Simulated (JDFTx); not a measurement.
# InAs (F-43m) in JDFTx: equation of state

How stiff is InAs in PBE, and what volume does it want? The cell is scaled to several volumes.

Program: JDFTx 1.7.0 (patched build). These are calculated values, not measurements. Logs are shortened: lines on timing, memory, paths and dates and some standing lists are left out, and cuts for length are marked. The log counts tension as positive stress, the text compression.

## (1) The crystal as given

Symmetry: F-43m, No. 216, cubic system. Conventional cell: a = 6.036 Å, b = 6.036 Å, c = 6.036 Å, α = 90.00°, β = 90.00°, γ = 90.00°. Around In (site symmetry -43m) lie 4 As at 2.61 Å. Around As (site symmetry -43m) lie 4 In at 2.61 Å.

## (2) Equation of state, PBE, 25.84 Å³/atom (volume scaled by 0.94)

The input, InAs.in:

```
lattice \
    0.0000000000     5.5867690732     5.5867690732 \
    5.5867690732     0.0000000000     5.5867690732 \
    5.5867690732     5.5867690732     0.0000000000
coords-type Lattice
ion In     0.0000000000     0.0000000000     0.0000000000 1
ion As     0.7500000000     0.7500000000     0.7500000000 1

ion-species pseudo/In.upf
ion-species pseudo/As.upf
elec-cutoff 42
elec-ex-corr gga-PBE
kpoint-folding 8 8 8
elec-smearing Fermi 0.0018374661
elec-n-bands 21
electronic-SCF nIterations 100 energyDiffThreshold 1e-09
electronic-minimize nIterations 30 energyDiffThreshold 1e-7
forces-output-coords Cartesian

dump-name run.$VAR
dump End Ecomponents EigStats BandEigs Kpoints Forces Stress
```

Potentials or basis: PseudoDojo-SR-PBE-0.5-standard.

The run is started by

```
jdftx -c 1 -i InAs.in -o InAs.out
```

The log of the run:

```text
*************** JDFTx 1.7.0 (patched build) ***************

Input parsed successfully to the following command list (including defaults):

basis kpoint-dependent
coords-type Lattice
core-overlap-check vector
coulomb-interaction Periodic
davidson-band-ratio 1.1
dump End Forces BandEigs EigStats Ecomponents Stress Kpoints
dump-name run.$VAR
elec-cutoff 42
elec-eigen-algo Davidson
elec-ex-corr gga-PBE
elec-n-bands 21 1
elec-smearing Fermi 0.00183747
electronic-minimize  \
	dirUpdateScheme      FletcherReeves \
	linminMethod         DirUpdateRecommended \
	nIterations          30 \
	history              15 \
	knormThreshold       0 \
	maxThreshold         no \
	energyDiffThreshold  1e-07 \
	nEnergyDiff          2 \
	convergeAll          no \
	alphaTstart          1 \
	alphaTmin            1e-10 \
	updateTestStepSize   yes \
	alphaTreduceFactor   0.1 \
	alphaTincreaseFactor 3 \
	nAlphaAdjustMax      3 \
	wolfeEnergy          0.0001 \
	wolfeGradient        0.9 \
	abortOnFailedStep    no \
	fdTest               no
electronic-scf  \
	nIterations	100 \
	energyDiffThreshold	1e-09 \
	residualThreshold	1e-07 \
	mixFraction	0.5 \
	qMetric	0.8 \
	history	10 \
	nEigSteps	2 \
	eigDiffThreshold	1e-08 \
	mixedVariable	Density \
	qKerker	0.8 \
	qKappa	-1 \
	verbose	no \
	mixFractionMag	1.5
exchange-regularization WignerSeitzTruncated
fluid None
fluid-ex-corr lda-TF lda-PZ
fluid-gummel-loop 10 1.000000e-05
fluid-minimize  \
	dirUpdateScheme      PolakRibiere \
	linminMethod         DirUpdateRecommended \
	nIterations          100 \
	history              15 \
	knormThreshold       0 \
	maxThreshold         no \
	energyDiffThreshold  0 \
	nEnergyDiff          2 \
	convergeAll          no \
	alphaTstart          1 \
	alphaTmin            1e-10 \
	updateTestStepSize   yes \
	alphaTreduceFactor   0.1 \
	alphaTincreaseFactor 3 \
	nAlphaAdjustMax      3 \
	wolfeEnergy          0.0001 \
[... 131 lines left out ...]
Reduced to 29 k-points under symmetry.
Computing the number of bands and number of electrons
Calculating initial fillings.
nElectrons:  28.000000   nBands: 21   nStates: 29

----- Setting up reduced wavefunction bases (one per k-point) -----
average nbasis = 4533.857 , ideal nbasis = 4533.985

---------- Setting up ewald sum ----------
Optimum gaussian width for ewald sums = 2.537414 bohr.
Real space sum over 1331 unit cells with max indices [  5  5  5  ]
Reciprocal space sum over 2197 terms with max indices [  6  6  6  ]

---------- Allocating electronic variables ----------
Initializing wave functions:  linear combination of atomic orbitals
Note: number of bands (21) exceeds available atomic orbitals (18)
In pseudo-atom occupations:   s ( 2 )  p ( 1 )  d ( 10 )
As pseudo-atom occupations:   s ( 2 )  p ( 3 )  d ( 10 )
	FillingsUpdate:  mu: +0.356313236  nElectrons: 28.000000
LCAOMinimize: Iter:   0  F: -152.5708099677126199  |grad|_K:  1.666e-03  alpha:  1.000e+00
	FillingsUpdate:  mu: +0.343192588  nElectrons: 28.000000
LCAOMinimize: Iter:   1  F: -152.5801584865244820  |grad|_K:  3.540e-05  alpha:  5.132e-01  linmin: -1.595e-01  cgtest:  5.559e-01
LCAOMinimize: Encountered beta<0, resetting CG.
	FillingsUpdate:  mu: +0.343129261  nElectrons: 28.000000
LCAOMinimize: Iter:   2  F: -152.5801644898029963  |grad|_K:  1.001e-05  alpha:  7.486e-01  linmin: -6.623e-04  cgtest:  1.002e-02
	FillingsUpdate:  mu: +0.343220690  nElectrons: 28.000000
LCAOMinimize: Iter:   3  F: -152.5801648989306045  |grad|_K:  1.027e-06  alpha:  6.375e-01  linmin: -2.472e-04  cgtest: -2.622e-02
	FillingsUpdate:  mu: +0.343216589  nElectrons: 28.000000
LCAOMinimize: Iter:   4  F: -152.5801649052336586  |grad|_K:  4.460e-08  alpha:  9.337e-01  linmin:  4.818e-05  cgtest: -1.127e-02
LCAOMinimize: Converged (|Delta F|<1.000000e-06 for 2 iters).

-------- Electronic minimization -----------
Will mix electronic density at each iteration.
	FillingsUpdate:  mu: +0.343216589  nElectrons: 28.000000
	FillingsUpdate:  mu: +0.332807993  nElectrons: 28.000000
SCF: Cycle:  0   F: -152.617286718277910   dF: -3.712e-02   |Residual|: 4.298e-02   |deigs|: 1.743e-01
	FillingsUpdate:  mu: +0.333553906  nElectrons: 28.000000
SCF: Cycle:  1   F: -152.617961235222594   dF: -6.745e-04   |Residual|: 2.403e-02   |deigs|: 7.365e-03
	FillingsUpdate:  mu: +0.335665496  nElectrons: 28.000000
SCF: Cycle:  2   F: -152.618076558541333   dF: -1.153e-04   |Residual|: 4.501e-03   |deigs|: 2.894e-03
	FillingsUpdate:  mu: +0.336454470  nElectrons: 28.000000
SCF: Cycle:  3   F: -152.618092942880509   dF: -1.638e-05   |Residual|: 1.810e-03   |deigs|: 1.722e-03
	FillingsUpdate:  mu: +0.336764870  nElectrons: 28.000000
SCF: Cycle:  4   F: -152.618095938073310   dF: -2.995e-06   |Residual|: 7.438e-04   |deigs|: 3.564e-04
	FillingsUpdate:  mu: +0.336810270  nElectrons: 28.000000
SCF: Cycle:  5   F: -152.618097081110733   dF: -1.143e-06   |Residual|: 2.146e-04   |deigs|: 1.094e-04
	FillingsUpdate:  mu: +0.336887794  nElectrons: 28.000000
SCF: Cycle:  6   F: -152.618097871361527   dF: -7.903e-07   |Residual|: 7.423e-05   |deigs|: 1.454e-04
	FillingsUpdate:  mu: +0.336889054  nElectrons: 28.000000
SCF: Cycle:  7   F: -152.618098187965217   dF: -3.166e-07   |Residual|: 1.484e-05   |deigs|: 8.318e-05
	FillingsUpdate:  mu: +0.336888186  nElectrons: 28.000000
SCF: Cycle:  8   F: -152.618098349556220   dF: -1.616e-07   |Residual|: 1.289e-05   |deigs|: 6.603e-05
	FillingsUpdate:  mu: +0.336888542  nElectrons: 28.000000
SCF: Cycle:  9   F: -152.618098407973946   dF: -5.842e-08   |Residual|: 6.340e-06   |deigs|: 9.926e-05
	FillingsUpdate:  mu: +0.336888783  nElectrons: 28.000000
SCF: Cycle: 10   F: -152.618098437598377   dF: -2.962e-08   |Residual|: 3.297e-06   |deigs|: 5.829e-05
	FillingsUpdate:  mu: +0.336888851  nElectrons: 28.000000
SCF: Cycle: 11   F: -152.618098447462188   dF: -9.864e-09   |Residual|: 1.999e-06   |deigs|: 2.109e-05
	FillingsUpdate:  mu: +0.336888845  nElectrons: 28.000000
SCF: Cycle: 12   F: -152.618098453245750   dF: -5.784e-09   |Residual|: 1.353e-06   |deigs|: 2.325e-05
	FillingsUpdate:  mu: +0.336888819  nElectrons: 28.000000
SCF: Cycle: 13   F: -152.618098454974700   dF: -1.729e-09   |Residual|: 1.200e-06   |deigs|: 1.187e-05
	FillingsUpdate:  mu: +0.336888809  nElectrons: 28.000000
SCF: Cycle: 14   F: -152.618098456308871   dF: -1.334e-09   |Residual|: 1.366e-06   |deigs|: 1.949e-05
	FillingsUpdate:  mu: +0.336888809  nElectrons: 28.000000
SCF: Cycle: 15   F: -152.618098456669514   dF: -3.606e-10   |Residual|: 1.575e-06   |deigs|: 7.084e-06
	FillingsUpdate:  mu: +0.336888812  nElectrons: 28.000000
SCF: Cycle: 16   F: -152.618098456920649   dF: -2.511e-10   |Residual|: 1.717e-06   |deigs|: 1.036e-05
SCF: Converged (|Delta E|<1.000000e-09 for 2 iters).

Setting wave functions to eigenvectors of Hamiltonian

# Stress tensor in Cartesian coordinates [Eh/a0^3]:
[  -0.00031196            0            0  ]
[            0  -0.00031196            0  ]
[            0            0  -0.00031196  ]

# Ionic positions in lattice coordinates:
ion In   0.000000000000000   0.000000000000000   0.000000000000000 1
ion As   0.750000000000000   0.750000000000000   0.750000000000000 1

# Forces in Cartesian coordinates:
force In  -0.000000000000000  -0.000000000000000  -0.000000000000000 1
force As  -0.000000000000000   0.000000000000000  -0.000000000000000 1

# Energy components:
   Eewald =      -94.8307804450712695
       EH =       51.1224423155725631
     Eloc =     -136.0239381066193403
      Enl =      -67.0384875380937899
      Exc =      -43.8610226779246801
 Exc_core =       19.9118522886007696
       KE =      118.1018486460240524
-------------------------------------
     Etot =     -152.6180855175117017
       TS =        0.0000129394089364
-------------------------------------
        F =     -152.6180984569206487

IonicMinimize: Iter:   0  F: -152.618098456920649  |grad|_K:  1.807e-36
IonicMinimize: Converged (|grad|_K<1.000000e-04).

#--- Lowdin population analysis ---
# oxidation-state In +0.267
# oxidation-state As -0.235

Dumping 'run.eigStats' ...
	eMin: -0.958894 at state 20 ( [ +0.000000 +0.500000 +0.500000 ] spin 0 )
	HOMO: +0.332774 at state 0 ( [ +0.000000 +0.000000 +0.000000 ] spin 0 )
	mu  : +0.336889
	LUMO: +0.338290 at state 0 ( [ +0.000000 +0.000000 +0.000000 ] spin 0 )
	eMax: +0.824048 at state 19 ( [ +0.000000 +0.375000 -0.375000 ] spin 0 )
	HOMO-LUMO gap: +0.005516
	Optical gap  : +0.005516 at state 0 ( [ +0.000000 +0.000000 +0.000000 ] spin 0 )
Done!
```

Run time: 2.8 min. Hardware: 1 thread of Arm Neoverse V1, shared host; peak memory 0.16 GiB.

What came out:

```
Free energy            : -4152.9500 eV
Pressure               : 9.2 GPa
Band gap on the k mesh : 0.15 eV, direct
Loewdin charges        : In +0.27; As -0.23 e
```

Caveat: spin-orbit coupling is left out, which moves the levels of the heavy elements.

## (3) Equation of state, PBE, 26.39 Å³/atom (volume scaled by 0.96)

Edit InAs.in of step 2 so:

```diff
@@ -1,5 +1,5 @@
 lattice \
-    0.0000000000     5.5867690732     5.5867690732 \
-    5.5867690732     0.0000000000     5.5867690732 \
-    5.5867690732     5.5867690732     0.0000000000
+    0.0000000000     5.6261138136     5.6261138136 \
+    5.6261138136     0.0000000000     5.6261138136 \
+    5.6261138136     5.6261138136     0.0000000000
 coords-type Lattice
```

Potentials or basis: PseudoDojo-SR-PBE-0.5-standard.

The run is started by

```
jdftx -c 1 -i InAs.in -o InAs.out
```

Run time: 2.9 min. Hardware: 1 thread of Arm Neoverse V1, shared host; peak memory 0.17 GiB.

Results (log left out):

- Free energy: -4153.0069 eV
- Pressure: 7.4 GPa
- Band gap on the k mesh: none (metal or under the smearing width)
- Loewdin charges: In +0.27; As -0.23 e

## (4) Equation of state, PBE, 26.94 Å³/atom (volume scaled by 0.98)

Edit InAs.in of step 3 so:

```diff
@@ -1,5 +1,5 @@
 lattice \
-    0.0000000000     5.6261138136     5.6261138136 \
-    5.6261138136     0.0000000000     5.6261138136 \
-    5.6261138136     5.6261138136     0.0000000000
+    0.0000000000     5.6649158247     5.6649158247 \
+    5.6649158247     0.0000000000     5.6649158247 \
+    5.6649158247     5.6649158247     0.0000000000
 coords-type Lattice
```

The run is started by

```
jdftx -c 1 -i InAs.in -o InAs.out
```

It took 2.8 min on 1 thread of Arm Neoverse V1, shared host; peak memory 0.17 GiB.

The run converged. Its results:

```yaml
Free_energy: -4153.0521 eV
Pressure: 5.8 GPa
Band_gap_on_the_k_mesh: none (metal or under the smearing width)
Loewdin_charges: In +0.26; As -0.23 e
```

## (5) Equation of state, PBE, 27.49 Å³/atom

Edit InAs.in of step 4 so:

```diff
@@ -1,5 +1,5 @@
 lattice \
-    0.0000000000     5.6649158247     5.6649158247 \
-    5.6649158247     0.0000000000     5.6649158247 \
-    5.6649158247     5.6649158247     0.0000000000
+    0.0000000000     5.7031934441     5.7031934441 \
+    5.7031934441     0.0000000000     5.7031934441 \
+    5.7031934441     5.7031934441     0.0000000000
 coords-type Lattice
```

The run is started by

```
jdftx -c 1 -i InAs.in -o InAs.out
```

Run time: 2.8 min. Hardware: 1 thread of Arm Neoverse V1, shared host; peak memory 0.17 GiB.

Results (log left out):

* Free energy: -4153.0870 eV
* Pressure: 4.4 GPa
* Band gap on the k mesh: none (metal or under the smearing width)
* Loewdin charges: In +0.26; As -0.23 e

## (6) Equation of state, PBE, 28.04 Å³/atom (volume scaled by 1.02)

Edit InAs.in of step 5 so:

```diff
@@ -1,5 +1,5 @@
 lattice \
-    0.0000000000     5.7031934441     5.7031934441 \
-    5.7031934441     0.0000000000     5.7031934441 \
-    5.7031934441     5.7031934441     0.0000000000
+    0.0000000000     5.7409640380     5.7409640380 \
+    5.7409640380     0.0000000000     5.7409640380 \
+    5.7409640380     5.7409640380     0.0000000000
 coords-type Lattice
```

Potentials or basis: PseudoDojo-SR-PBE-0.5-standard.

The run is started by

```
jdftx -c 1 -i InAs.in -o InAs.out
```

Wall time 2.8 min (1 thread of Arm Neoverse V1, shared host); peak memory 0.17 GiB.

The run converged. Its results:

- Free energy: -4153.1124 eV
- Pressure: 3.1 GPa
- Band gap on the k mesh: none (metal or under the smearing width)
- Loewdin charges: In +0.26; As -0.23 e

## (7) Equation of state, PBE, 28.59 Å³/atom (volume scaled by 1.04)

Edit InAs.in of step 6 so:

```diff
@@ -1,5 +1,5 @@
 lattice \
-    0.0000000000     5.7409640380     5.7409640380 \
-    5.7409640380     0.0000000000     5.7409640380 \
-    5.7409640380     5.7409640380     0.0000000000
+    0.0000000000     5.7782440697     5.7782440697 \
+    5.7782440697     0.0000000000     5.7782440697 \
+    5.7782440697     5.7782440697     0.0000000000
 coords-type Lattice
```

The run is started by

```
jdftx -c 1 -i InAs.in -o InAs.out
```

It took 2.7 min on 1 thread of Arm Neoverse V1, shared host; peak memory 0.18 GiB.

Results (log left out):

| Quantity | Value |
| --- | --- |
| Free energy | -4153.1293 eV |
| Pressure | 1.9 GPa |
| Band gap on the k mesh | none (metal or under the smearing width) |
| Loewdin charges | In +0.26; As -0.23 e |

## (8) Equation of state, PBE, 29.14 Å³/atom (volume scaled by 1.06)

Edit InAs.in of step 7 so:

```diff
@@ -1,5 +1,5 @@
 lattice \
-    0.0000000000     5.7782440697     5.7782440697 \
-    5.7782440697     0.0000000000     5.7782440697 \
-    5.7782440697     5.7782440697     0.0000000000
+    0.0000000000     5.8150491644     5.8150491644 \
+    5.8150491644     0.0000000000     5.8150491644 \
+    5.8150491644     5.8150491644     0.0000000000
 coords-type Lattice
```

The run is started by

```
jdftx -c 1 -i InAs.in -o InAs.out
```

Wall time 2.8 min (1 thread of Arm Neoverse V1, shared host); peak memory 0.18 GiB.

The run converged. Its results:

```yaml
Free_energy: -4153.1386 eV
Pressure: 0.8 GPa
Band_gap_on_the_k_mesh: none (metal or under the smearing width)
Loewdin_charges: In +0.26; As -0.22 e
```

## (9) Equation of state, PBE

Potentials or basis: PseudoDojo-SR-PBE-0.5-standard.

This step only gathers the single runs of the series.

Results:

- Equilibrium volume: 29.62 Å³/atom (rough: see the caveat)
- Bulk modulus: 49 GPa (rough)

Energy against volume, from the lowest point:
| volume (Å³/atom) | energy (meV/atom) |
| --- | --- |
| 25.840 | 94.30 |
| 26.389 | 65.88 |
| 26.939 | 43.24 |
| 27.489 | 25.84 |
| 28.039 | 13.13 |
| 28.588 | 4.67 |
| 29.138 | 0.00 |

Caveat: the minimum lies outside the volumes run.
